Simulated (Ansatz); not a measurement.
TiTe:

```
CELL_PARAMETERS angstrom
0.00000 3.05007 3.05007
3.05007 0.00000 3.05007
3.05007 3.05007 0.00000
ATOMIC_POSITIONS crystal
Ti 0.50000 0.50000 0.50000
Te 0.00000 0.00000 0.00000
```

The cell comes from a database or a generator and needn't be the stable form of this composition.

```yaml
Program: Ansatz 0.2.0
Task: relaxation of cell and atoms
Functional: LDA
Potentials_or_basis: Ansatz PAW
Cutoff: "420 eV (not typed: the program's choice for these potentials)"
k_mesh: 6 × 6 × 6
Occupations: fermi-dirac, width 0.05 eV
Spin: spin-orbit coupling, no magnetisation
```

At the start: volume 28.37 Å³/atom.

**Question.** How do energy, volume and symmetry change on relaxing?

**Answer.** It ends after 6 steps and the volume is 20.98 Å³/atom (-26.1 %); space group Fm-3m (No. 225, to 0.05 Å).

The path:
```csv
step,energy change (eV),largest force (eV/Å),volume (Å³)
1,0.0000,0.0000,56.75
2,-0.6344,0.0000,48.85
3,-0.8906,0.0000,41.72
4,-0.8909,0.0000,42.03
5,-0.8909,0.0000,41.96
6,-0.8892,0.0000,41.96
```

Final structure:
```
Ti Te
1.0
     0.00000    2.75797    2.75797
     2.75797    0.00000    2.75797
     2.75797    2.75797    0.00000
Ti Te
1 1
Direct
  0.50000 0.50000 0.50000
  0.00000 0.00000 0.00000
```

Caveat: the volume moved by over 15 % at a fixed basis, so the end points are rough; the plane-wave basis is chosen anew once the cell has moved, so the energies of steps on either side of that aren't comparable; the PAW data sets come from PBE, with cores solved anew for the run's functional, which leaves a small shift of forces and pressure.
